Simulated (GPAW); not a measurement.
# Ir (Fm-3m) in GPAW: further runs

One crystal, Ir, is run at these levels: r4SCAN, PBEsol, LDA, revPBE+D4; tasks: band structure, one-shot levels on a semilocal density, equation of state.

Everything below comes from runs of GPAW 26.7.0. Logs are shortened: lines on timing, memory, paths and dates and some standing lists are left out, and cuts for length are marked. The log counts tension as positive stress, the text compression.

### Step 1. The structure

Symmetry: Fm-3m, No. 225, cubic system. The conventional cell has a = 3.831 Å, b = 3.831 Å, c = 3.831 Å, α = 90.00°, β = 90.00°, γ = 90.00°. Ir (site symmetry m-3m) has 12 Ir at 2.71 Å as nearest neighbours.

### Step 2. Band structure, r4SCAN, spin-orbit coupling, no magnetisation

run.py

```python
import numpy as np
from ase.dft.bandgap import bandgap
from ase.io import read, write
from ase.units import GPa
from gpaw import GPAW, PW
from gpaw.spinorbit import soc_eigenstates

atoms = read('Ir.cif')

calc = GPAW(mode=PW(600),
            xc='MGGA_X_R4SCAN+MGGA_C_R2SCAN',
            kpts={'size': (12, 12, 12), 'gamma': True},
            occupations={'name': 'fermi-dirac', 'width': 0.05},
            nbands=16,
            convergence={'density': 1e-05, 'energy': 1e-05},
            maxiter=150,
            txt='gpaw.txt')
atoms.calc = calc
energy = atoms.get_potential_energy()
forces = atoms.get_forces()
stress = atoms.get_stress()
calc.write('gs.gpw')
write('result.traj', atoms)
print(f'Energy: {energy:.6f} eV')
print('Forces (eV/A):')
print(forces.round(4))
print('Stress (GPa):', (stress / GPa).round(3))
print('Fermi level:', round(calc.get_fermi_level(), 4), 'eV')
print(f'Gap: {bandgap(calc)[0]:.4f} eV, direct: {bandgap(calc, direct=True)[0]:.4f} eV')

path = atoms.cell.bandpath('GXWKGLUWLK,UX', npoints=100, eps=1e-4)
bs_calc = calc.fixed_density(kpts=path, symmetry='off', nbands=24,
                             convergence={'bands': 'CBM+6.0', 'eigenstates': 1e-6}, txt='bands.txt')
bs = bs_calc.band_structure()
bs.write('bs.json')
print(f'Gap on the path: {bandgap(bs_calc)[0]:.4f} eV')

soc = soc_eigenstates(bs_calc, theta=90, phi=0, ignore_xc_potential=True)
np.savetxt('soc_bands.dat', soc.eigenvalues(), fmt='%.4f')
mesh = soc_eigenstates('gs.gpw', theta=90, phi=0, ignore_xc_potential=True)
np.savetxt('soc_mesh.dat', mesh.eigenvalues(), fmt='%.4f')
print('Fermi level with spin-orbit coupling:', round(mesh.fermi_level, 4), 'eV')
```

Ir.cif

```cif
data_Ir
_cell_length_a 2.70906750
_cell_length_b 2.70906750
_cell_length_c 2.70906750
_cell_angle_alpha 60.00000000
_cell_angle_beta 60.00000000
_cell_angle_gamma 60.00000000
_space_group_name_H-M_alt 'P1'
_space_group_name_Hall 'P 1'
_space_group_IT_number 1
loop_
_space_group_symop_operation_xyz
'x,y,z'
loop_
_atom_site_label
_atom_site_type_symbol
_atom_site_symmetry_multiplicity
_atom_site_Wyckoff_symbol
_atom_site_fract_x
_atom_site_fract_y
_atom_site_fract_z
_atom_site_occupancy
Ir1 Ir 1 a 0.0000000000 0.0000000000 0.0000000000 1
```

Potentials or basis: GPAW PAW data sets (gpaw-data 1.2.1), pw.

The run is started by

```sh
$ OMP_NUM_THREADS=1 python run.py
```

gpaw.txt:

```text
__  _  _
 | _ |_)|_||  |
 |__||  | ||/\| - 26.7.0

Input parameters:
  mode=PW(ecut=600.0),
  convergence={'density': 1e-05, 'energy': 1e-05},
  kpts=MonkhorstPack(size=(12, 12, 12), gamma=True),
  maxiter=150,
  nbands=16,
  occupations=Occupations(name='fermi-dirac', width=0.05),
  xc=XC(name='MGGA_X_R4SCAN+MGGA_C_R2SCAN')

Diagonalizing LCAO Hamiltonian
Converting LCAO to pw mode

       Ir

Atoms  # Å, Bohr magnetons
|   | symbol |        x |        y |        z |    initial magnetic moments |
|---|--------|----------|----------|----------|-----------------------------|
| 0 |     Ir | 0.000000 | 0.000000 | 0.000000 | ( 0.0000,  0.0000,  0.0000) |

Unit cell  # Å
| periodic |        x |        y |        z |  lengths |    angles |
|----------|----------|----------|----------|----------|-----------|
|      yes | 2.709068 | 0.000000 | 0.000000 | 2.709068 | 60.000000 |
|      yes | 1.354534 | 2.346121 | 0.000000 | 2.709068 | 60.000000 |
|      yes | 1.354534 | 0.782040 | 2.211944 | 2.709068 | 60.000000 |

Number of symmetries: 48
Symmetry operations  # r_c * U_cc + t_c -> r_c
|    | kind |            matrix            |
|----|------|------------------------------|
|  0 |  σ   |  1, 0, 0,  1, 0,-1,  1,-1, 0 |
|  1 |  C2  |  1, 0, 0,  1,-1, 0,  1, 0,-1 |
|  2 |  E   |  1, 0, 0,  0, 1, 0,  0, 0, 1 |
|  3 |  σ   |  1, 0, 0,  0, 0, 1,  0, 1, 0 |
|  4 |  C4  |  1, 0,-1,  1, 0, 0,  1,-1, 0 |
|  5 |  S6  |  1, 0,-1,  1,-1, 0,  1, 0, 0 |
|  6 |  σ   |  1, 0,-1,  0, 1,-1,  0, 0,-1 |
|  7 |  C3  |  1, 0,-1,  0, 0,-1,  0, 1,-1 |
|  8 |  S6  |  1,-1, 0,  1, 0, 0,  1, 0,-1 |
|  9 |  C4  |  1,-1, 0,  1, 0,-1,  1, 0, 0 |
| 10 |  C3  |  1,-1, 0,  0,-1, 1,  0,-1, 0 |
| 11 |  σ   |  1,-1, 0,  0,-1, 0,  0,-1, 1 |
| 12 |  σ   |  0, 1, 0,  1, 0, 0,  0, 0, 1 |
| 13 |  C4  |  0, 1, 0,  0, 1,-1, -1, 1, 0 |
| 14 |  C3  |  0, 1, 0,  0, 0, 1,  1, 0, 0 |
| 15 |  S6  |  0, 1, 0, -1, 1, 0,  0, 1,-1 |
| 16 |  C2  |  0, 1,-1,  1, 0,-1,  0, 0,-1 |
| 17 |  σ   |  0, 1,-1,  0, 1, 0, -1, 1, 0 |
| 18 |  S4  |  0, 1,-1,  0, 0,-1,  1, 0,-1 |
| 19 |  C4  |  0, 1,-1, -1, 1, 0,  0, 1, 0 |
| 20 |  C3  |  0, 0, 1,  1, 0, 0,  0, 1, 0 |
| 21 |  σ   |  0, 0, 1,  0, 1, 0,  1, 0, 0 |
| 22 |  S6  |  0, 0, 1,  0,-1, 1, -1, 0, 1 |
| 23 |  C4  |  0, 0, 1, -1, 0, 1,  0,-1, 1 |
| 24 |  S4  |  0, 0,-1,  1, 0,-1,  0, 1,-1 |
| 25 |  C3  |  0, 0,-1,  0, 1,-1,  1, 0,-1 |
| 26 |  C2  |  0, 0,-1,  0,-1, 0, -1, 0, 0 |
| 27 |  S6  |  0, 0,-1, -1, 0, 0,  0,-1, 0 |
| 28 |  S4  |  0,-1, 1,  1,-1, 0,  0,-1, 0 |
| 29 |  C4  |  0,-1, 1,  0, 0, 1, -1, 0, 1 |
| 30 |  C2  |  0,-1, 1,  0,-1, 0,  1,-1, 0 |
| 31 |  σ   |  0,-1, 1, -1, 0, 1,  0, 0, 1 |
| 32 |  C3  |  0,-1, 0,  1,-1, 0,  0,-1, 1 |
| 33 |  S6  |  0,-1, 0,  0, 0,-1, -1, 0, 0 |
| 34 |  S4  |  0,-1, 0,  0,-1, 1,  1,-1, 0 |
| 35 |  C2  |  0,-1, 0, -1, 0, 0,  0, 0,-1 |
| 36 |  C2  | -1, 1, 0,  0, 1, 0,  0, 1,-1 |
| 37 |  S6  | -1, 1, 0,  0, 1,-1,  0, 1, 0 |
| 38 |  S4  | -1, 1, 0, -1, 0, 1, -1, 0, 0 |
| 39 |  C3  | -1, 1, 0, -1, 0, 0, -1, 0, 1 |
| 40 |  S6  | -1, 0, 1,  0, 0, 1,  0,-1, 1 |
| 41 |  C2  | -1, 0, 1,  0,-1, 1,  0, 0, 1 |
| 42 |  C3  | -1, 0, 1, -1, 1, 0, -1, 0, 0 |
| 43 |  S4  | -1, 0, 1, -1, 0, 0, -1, 1, 0 |
| 44 |  C2  | -1, 0, 0,  0, 0,-1,  0,-1, 0 |
| 45 |  i   | -1, 0, 0,  0,-1, 0,  0, 0,-1 |
| 46 |  σ   | -1, 0, 0, -1, 1, 0, -1, 0, 1 |
| 47 |  C2  | -1, 0, 0, -1, 0, 1, -1, 1, 0 |

BZ-sampling:
  Number of BZ points: 1728
  Number of IBZ points: 72

  Monkhorst-Pack size: [12, 12, 12]
  Monkhorst-Pack shift: [0.041666666666666664, 0.041666666666666664, 0.041666666666666664]

K-points  # in reciprocal-cell coordinates
|     |                                coordinates |     weight |
|-----|--------------------------------------------|------------|
|   0 | ( -0.00000000,  -0.00000000,  -0.00000000) | 0.00057870 |
|   1 | (  0.08333333,   0.08333333,  -0.00000000) | 0.00347222 |
|   2 | (  0.08333333,   0.08333333,   0.08333333) | 0.00462963 |
|   3 | (  0.16666667,   0.08333333,   0.08333333) | 0.00694444 |
|   4 | (  0.16666667,   0.16666667,  -0.00000000) | 0.00347222 |
|   5 | (  0.16666667,   0.16666667,   0.08333333) | 0.01388889 |
|   6 | (  0.16666667,   0.16666667,   0.16666667) | 0.00462963 |
|   7 | (  0.25000000,   0.16666667,   0.08333333) | 0.01388889 |
|   8 | (  0.25000000,   0.16666667,   0.16666667) | 0.01388889 |
|   9 | (  0.25000000,   0.25000000,  -0.00000000) | 0.00347222 |
| ... |                                            |            |
|  71 | (  0.50000000,   0.50000000,   0.50000000) | 0.00231481 |

Plane wave coefficients: 495
Cutoff: 600.0 eV

Spin-components: 1 (collinear spins)
Bands:           16
Projectors:      6
Spin-degeneracy: 2
Datatype:        complex128

Parallelization:
  kpt:    1
  domain: 1
  band:   1

Density:
  Valence electrons: 15.0
  Components: 1
  Grid points: [16 16 16]
  Charge: 0.0  # |e|

Potential:
  Grid points: [16 16 16]

species:
  Ir:
    name:    Iridium
    Z:       77.0
    valence: 15
    core:    62
    charge:  0.0  # [|e|]
    compensation charges:
      type: gauss
      rc: 0.40  # [Å]
      lmax: 2
    cutoffs:
      filter: 2.40  # [Å]
      core: 2.36  # [Å]
    projectors
    | kind |    occ | energy [eV] | rcut [Å] |
    |------|--------|-------------|----------|
    |   6s |  2.000 |      -6.307 |    1.296 |
    |   5p |  6.000 |     -54.741 |    1.328 |
    |   6p |  0.000 |      -1.224 |    1.328 |
    |   5d |  7.000 |      -7.169 |    1.286 |
    |    s |        |      20.905 |    1.296 |
    |    d |        |      20.043 |    1.286 |

    Using partial waves for Ir as LCAO basis

Reference energy: -484484.849336  # eV

eigensolver:
  PPCG
  Converge bands: occupied
  niter=2

density mixing:
  MSR1-Mixer
  Pratt-step length: 0.05
  Maximum mixing coefficient: 0.75
  Old densities: 10
  SVD Regularization: 0.005
  Good broyden scale: 1.0
  Trust region scale: 1.0
  Backstep threshold: 4.0
  History deletion threshold: 6.0
  Fourier metric: weight=20.0, sigma=0.015

occupation numbers:
  Fermi-Dirac:
    width: 0.0500  # eV

poisson solver:
  ecut: 4800.0  # eV

xc functional:
  name: MGGA_X_R4SCAN+MGGA_C_R2SCAN with 2 nearest neighbor stencil

convergence criteria:
[... 6 lines left out ...]
|iter     | |      energy | eigst |  dens |
|---------|-|-------------|-------|-------|
|iter:   1| |  -45.643659 | +0.19 |       |
|iter:   2| |  -43.263539 | -1.55 | -1.41 |
|iter:   3| |  -43.214589 | -2.97 | -1.55 |
|iter:   4| |  -43.199221 | -2.88 | -1.74 |
|iter:   5| |  -43.211030 | -3.13 | -2.14 |
|iter:   6| |  -43.219990 | -3.01 | -2.32 |
|iter:   7| |  -43.220106 | -4.24 | -2.83 |
|iter:   8| |  -43.220144 | -5.72 | -3.32 |
|iter:   9| |  -43.220208c| -5.83 | -3.62 |
|iter:  10| |  -43.220247c| -7.06 | -4.41 |
|iter:  11| |  -43.220270c| -7.48c| -4.83 |
|iter:  12| |  -43.220270c| -7.97c| -5.77c|

Converged in 12 steps
Energy contributions relative to reference atoms: (reference = -484484.849336)

Energy contributions:
  Kinetic:           9.007529
  Coulomb:          -8.259674
  Zero:             -0.155285
  External:          0.000000
  Xc:              -43.810518
  Entropy:          -0.004644
  Spinorbit:         0.000000
  ----------------------------
  Free energy:     -43.222592
  Extrapolated:    -43.220270

dipole moment: (-19.720716, -11.385761, -8.050949)  # |e|*Ang

Fermi level: 14.908
Eigenvalues  # (at kpt = [-0.000, -0.000, -0.000])
| band index |      eig [eV] | occ [0-2] |
|------------|---------------|-----------|
|          0 |       -35.703 |     2.000 |
|          1 |       -35.702 |     2.000 |
|          2 |       -35.701 |     2.000 |
|          3 |         3.159 |     2.000 |
|          4 |        10.798 |     2.000 |
|          5 |        10.801 |     2.000 |
[... 8 lines left out ...]
|         14 |        50.280 |     0.000 |
|         15 |        50.284 |     0.000 |

No gap
No difference between direct/indirect transitions

Forces  # eV/Ang
|        x |       y |       z |
|----------|---------|---------|
| -0.00000 | 0.00000 | 0.00000 |  # Ir   0

Stress tensor  # eV/Ang^3
|         x |         y |         z |
|-----------|-----------|-----------|
| -0.015793 |  0.000000 |  0.000000 |
|  0.000000 | -0.015793 | -0.000000 |
|  0.000000 | -0.000000 | -0.015793 |

# Writing to gs.gpw (mode='')
```

Wall time 58 s (1 thread of Arm Neoverse V1, shared host); peak memory 0.35 GiB.

Results:

```
Free energy             : -43.2226 eV
Pressure                : 2.5 GPa
Band gap along the path : none (metal or under the smearing width)
```

Levels at the corners of the path, in eV from the Fermi level:
| point | band 11 | band 12 | band 13 | band 14 | band 15 | band 16 | band 17 | band 18 |
| --- | --- | --- | --- | --- | --- | --- | --- | --- |
| Γ | -4.61 | -4.61 | -3.75 | -3.75 | -1.35 | -1.35 | -1.34 | -1.34 |
| X | 0.52 | 0.52 | 1.13 | 1.13 | 1.56 | 1.59 | 2.07 | 2.07 |
| W | -5.29 | -5.29 | -2.04 | -2.04 | 1.53 | 1.53 | 8.25 | 8.25 |
| K | -3.24 | -3.24 | -1.13 | -1.13 | 0.65 | 0.65 | 6.36 | 6.36 |
| Γ | -4.61 | -4.61 | -3.75 | -3.75 | -1.35 | -1.35 | -1.34 | -1.34 |
| L | -3.96 | -3.96 | -0.78 | -0.77 | 0.52 | 0.52 | 1.15 | 1.15 |
| U | -3.23 | -3.23 | -1.13 | -1.13 | 0.65 | 0.65 | 6.36 | 6.36 |
| W | -5.29 | -5.29 | -2.04 | -2.04 | 1.53 | 1.53 | 8.25 | 8.25 |
| L | -3.96 | -3.96 | -0.78 | -0.77 | 0.52 | 0.52 | 1.15 | 1.15 |
| K | -3.24 | -3.24 | -1.13 | -1.13 | 0.65 | 0.65 | 6.36 | 6.36 |
| U | -3.23 | -3.23 | -1.13 | -1.13 | 0.65 | 0.65 | 6.36 | 6.36 |
| X | 0.52 | 0.52 | 1.13 | 1.13 | 1.56 | 1.59 | 2.07 | 2.07 |

Caveat: spin-orbit coupling was added after a scalar SCF, so levels and gaps hold it while energy, forces, pressure and moments don't; this program's spin-orbit splittings come out too wide for heavy elements; the PAW data sets were made with another functional, which shifts forces and pressure a little.

### Step 3. Band structure, PBEsol, spin-orbit coupling, no magnetisation

Edit run.py of step 2 so:

```diff
@@ -1,12 +1,20 @@
 import numpy as np
+from ase import Atoms
 from ase.dft.bandgap import bandgap
-from ase.io import read, write
+from ase.io import write
 from ase.units import GPa
-from gpaw import GPAW, PW
+from gpaw import GPAW, PW, setup_paths
 from gpaw.spinorbit import soc_eigenstates
 
-atoms = read('Ir.cif')
+setup_paths.insert(0, '.')
+
+atoms = Atoms(['Ir'],
+              cell=[[0.0, 1.9156, 1.9156],
+                    [1.9156, 0.0, 1.9156],
+                    [1.9156, 1.9156, 0.0]],
+              scaled_positions=[[0.0, 0.0, 0.0]],
+              pbc=True)
 
 calc = GPAW(mode=PW(600),
-            xc='MGGA_X_R4SCAN+MGGA_C_R2SCAN',
+            xc='PBEsol',
             kpts={'size': (12, 12, 12), 'gamma': True},
@@ -37,5 +45,5 @@
 
-soc = soc_eigenstates(bs_calc, theta=90, phi=0, ignore_xc_potential=True)
+soc = soc_eigenstates(bs_calc, theta=54.7, phi=45)
 np.savetxt('soc_bands.dat', soc.eigenvalues(), fmt='%.4f')
-mesh = soc_eigenstates('gs.gpw', theta=90, phi=0, ignore_xc_potential=True)
+mesh = soc_eigenstates('gs.gpw', theta=54.7, phi=45)
 np.savetxt('soc_mesh.dat', mesh.eigenvalues(), fmt='%.4f')
```

Potentials or basis: PAW data sets generated in the run's folder for this functional, pw.

The run is started by

```sh
$ gpaw-setup -f PBEsol Ir
$ OMP_NUM_THREADS=1 python run.py
```

Wall time 25 s (1 thread of Arm Neoverse V1, shared host); peak memory 0.25 GiB.

It converged, with:

```yaml
Free_energy: -10.3699 eV
Pressure: -2.0 GPa
Band_gap_along_the_path: none (metal or under the smearing width)
```

Levels at the corners of the path, in eV from the Fermi level:
```
point  band 12  band 13  band 14  band 15  band 16  band 17
    Γ    -4.47    -3.59    -3.59    -1.21    -1.21    -1.21
    X     0.55     0.97     0.97     1.47     1.47     1.95
    W    -5.12    -1.91    -1.91     1.38     1.38     8.06
    K    -3.15    -1.05    -1.05     0.55     0.55     6.12
    Γ    -4.47    -3.59    -3.59    -1.21    -1.21    -1.21
    L    -3.77    -0.86    -0.86     0.46     0.46     1.10
    U    -3.15    -1.05    -1.05     0.55     0.55     6.12
    W    -5.12    -1.91    -1.91     1.38     1.38     8.06
    L    -3.77    -0.86    -0.86     0.46     0.46     1.10
    K    -3.15    -1.05    -1.05     0.55     0.55     6.12
    U    -3.15    -1.05    -1.05     0.55     0.55     6.12
    X     0.55     0.97     0.97     1.47     1.47     1.95
```

Caveat: spin-orbit coupling was added after a scalar SCF, so levels and gaps hold it while energy, forces, pressure and moments don't; this program's spin-orbit splittings come out too wide for heavy elements.

(Continued in part 2 of 2.)
